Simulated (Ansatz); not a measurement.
A run of Ansatz 0.2.0 is set up as follows.

File input.yaml:

```yaml
crystal:
  lattice:
    - [2.908394, 0.0, 0.0]
    - [0.0, 2.908394, 0.0]
    - [0.0, 0.0, 4.103427]
  atoms:
    - { symbol: Si, position: [0.5, 0.5, 0.5] }
    - { symbol: Mg, position: [0.0, 0.0, 0.0] }
hamiltonian:
  xc: pbesol
  pseudopotentials: { kind: paw }
kpoints:
  mp_grid: { grid: [9, 9, 7] }
scf:
  occupations: { method: fermi_dirac, width: 0.05 }
output:
  forces: true
  stress: true
  eigenvalues: true
relax:
  f_tol: 0.01
  max_steps: 40
  cell: { stress_tol: 0.05 }
```

Potentials or basis: Ansatz PAW.

The run is started by

```console
$ ansatz run input.yaml --threads 2 --pin off --max-ram 5632MiB --backend cpu --events-out ev --progress --plain --runs-dir out
```

(1) Predict the space group after relaxing (to 0.05 Å).

(2) Estimate the relaxed volume.

Answers

(1) P4/mmm (No. 123).

(2) 17.14 Å³/atom.

Caveat: the PAW data sets come from PBE, with cores solved anew for the run's functional, which leaves a small shift of forces and pressure.
